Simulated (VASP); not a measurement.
Runs of VASP 6.6.1 on HgTe (Coloradoite). Symmetry: F-43m, No. 216, cubic system. Conventional cell: a = 6.429 Å, b = 6.429 Å, c = 6.429 Å, α = 90.00°, β = 90.00°, γ = 90.00°. Hg (site symmetry -43m) is surrounded by 4 Te at 2.78 Å. Te (site symmetry -43m) is surrounded by 4 Hg at 2.78 Å. 

```csv
task,level,cell,cutoff (eV),smearing,gap on the mesh (eV),pressure (GPa),relaxed volume (Å³/atom)
single point,PBE,as given,520,gaussian 0.013 eV,none,(c),-
relaxation of cell and atoms,vdW-DF2,relaxed,600,fermi-dirac 0.05 eV,none,0.0,41.05
relaxation of cell and atoms,vdW-DF-cx,relaxed,600,fermi-dirac 0.05 eV,none,0.0,(a)
relaxation of cell and atoms,optB86b-vdW,relaxed,600,fermi-dirac 0.05 eV,none,0.0,35.71
relaxation of cell and atoms,optPBE-vdW,relaxed,600,fermi-dirac 0.05 eV,none,0.0,37.39
relaxation of cell and atoms,vdW-DF,relaxed,600,fermi-dirac 0.05 eV,none,0.0,39.24
relaxation of cell and atoms,rev-vdW-DF2,relaxed,600,fermi-dirac 0.05 eV,none,0.0,35.87
relaxation of cell and atoms,optB88-vdW,relaxed,600,fermi-dirac 0.05 eV,none,0.0,(b)
relaxation of cell and atoms,BEEF-vdW,relaxed,600,fermi-dirac 0.05 eV,none,0.0,38.35
```

Alike in all rows: potentials or basis VASP PAW PBE potentials, release 64 (Hg, Te); no spin polarisation; k mesh 7 × 7 × 7.

Task: Fill in the values left out.

Result: (a) 35.06; (b) 36.54; (c) 4.6.

Caveats: the PAW data sets were made with another functional, which shifts forces and pressure a little (some runs); the volume moved by over 15 % at a fixed basis, so the end points are rough (some runs); the volume moved by +24 % from the deposited cell, more than functionals usually miss (some runs); the volume moved by +13 % from the deposited cell, more than functionals usually miss (some runs); the volume moved by +18 % from the deposited cell, more than functionals usually miss (some runs); the volume moved by +10 % from the deposited cell, more than functionals usually miss (some runs); the volume moved by +15 % from the deposited cell, more than functionals usually miss (some runs).

A k mesh can miss the band edges, and the runs leave out spin-orbit coupling on Hg, Te.

A gap of «none» marks a metal or a gap under the smearing width.
